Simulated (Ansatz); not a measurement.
The system is P.

```
CELL_PARAMETERS angstrom
1.64774 -5.46504 0.00000
1.64774 5.46504 0.00000
0.00000 0.00000 4.54364
ATOMIC_POSITIONS crystal
P 0.90414 0.09586 0.58882
P 0.09586 0.90414 0.41118
P 0.59586 0.40414 0.08882
P 0.40414 0.59586 0.91118
```

- Program: Ansatz 0.2.0
- Task: relaxation of cell and atoms
- Functional: PBE
- Potentials or basis: Ansatz PAW
- Cutoff: 420 eV (not typed: the program's choice for these potentials)
- k mesh: 8 × 8 × 6
- Occupations: fermi-dirac, width 0.05 eV
- Spin: no spin polarisation

At the start: volume 20.46 Å³/atom.

Q: How do energy, volume and symmetry change on relaxing?

A: It ends after 6 steps and the volume is 21.25 Å³/atom (+3.9 %); space group Cmce (No. 64, to 0.05 Å).

The path:
```
step  energy change (eV)  largest force (eV/Å)  volume (Å³)
   1              0.0000                0.3378        81.83
   2             -0.0149                0.1083        83.35
   3             -0.0182                0.0353        85.16
   4             -0.0189                0.0060        84.95
   5             -0.0189                0.0036        84.99
   6             -0.0195                0.0036        84.99
```

Final structure:
```cif
data_structure
_symmetry_space_group_name_H-M 'P 1'
_symmetry_Int_Tables_number 1
_cell_length_a 5.8686
_cell_length_b 5.8686
_cell_length_c 4.5590
_cell_angle_alpha 90.000
_cell_angle_beta 90.000
_cell_angle_gamma 147.226
_cell_volume 84.99
loop_
_atom_site_label
_atom_site_type_symbol
_atom_site_fract_x
_atom_site_fract_y
_atom_site_fract_z
_atom_site_occupancy
P1 P 0.90576 0.09424 0.58638 1
P2 P 0.09424 0.90576 0.41362 1
P3 P 0.59424 0.40576 0.08638 1
P4 P 0.40576 0.59424 0.91362 1
```

Caveat: the plane-wave basis is chosen anew once the cell has moved, so the energies of steps on either side of that aren't comparable.
